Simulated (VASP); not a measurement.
MgSi:

```
CELL_PARAMETERS angstrom
2.90839 0.00000 0.00000
0.00000 2.90839 0.00000
0.00000 0.00000 4.10343
ATOMIC_POSITIONS crystal
Si 0.50000 0.50000 0.50000
Mg 0.00000 0.00000 0.00000
```

The cell comes from a database or a generator and needn't be the stable form of this composition.

* Program: VASP 6.6.1
* Task: single point
* Functional: PBEsol
* Potentials or basis: VASP PAW PBE potentials, release 64 (Si, Mg)
* Cutoff: 520 eV
* k mesh: 9 × 9 × 7
* Occupations: fermi-dirac, width 0.05 eV
* Spin: no spin polarisation

On this cell: pressure -1.5 GPa; largest force under 0.003 eV/Å; band gap on the k mesh none (metal or under the smearing width).

The same run follows on a disturbed copy (atoms moved at random, drawn with an rms of 0.05 Å):

```xyz
2
Lattice="2.9084 0.0000 0.0000 0.0000 2.9084 0.0000 0.0000 0.0000 4.1034" Properties=species:S:1:pos:R:3 pbc="T T T"
Si    1.4730    1.3973    2.0029
Mg   -0.0128    0.0234    0.0126
```

Problem. What changes?

Solution. The energy (extrapolated to zero smearing) moves by +6.7 meV/atom; pressure -1.3 GPa; largest force 0.273 eV/Å; band gap on the k mesh none (metal or under the smearing width).

Forces on the atoms (eV/Å):
```
Si  -0.056  0.139  0.229
Mg   0.056 -0.139 -0.229
```

Stress tensor (GPa, compression positive):
```
 0.73 -0.07 -0.11
-0.07  0.70  0.27
-0.11  0.27 -5.38
```

Caveats: the PAW data sets were made with another functional, which shifts forces and pressure a little.
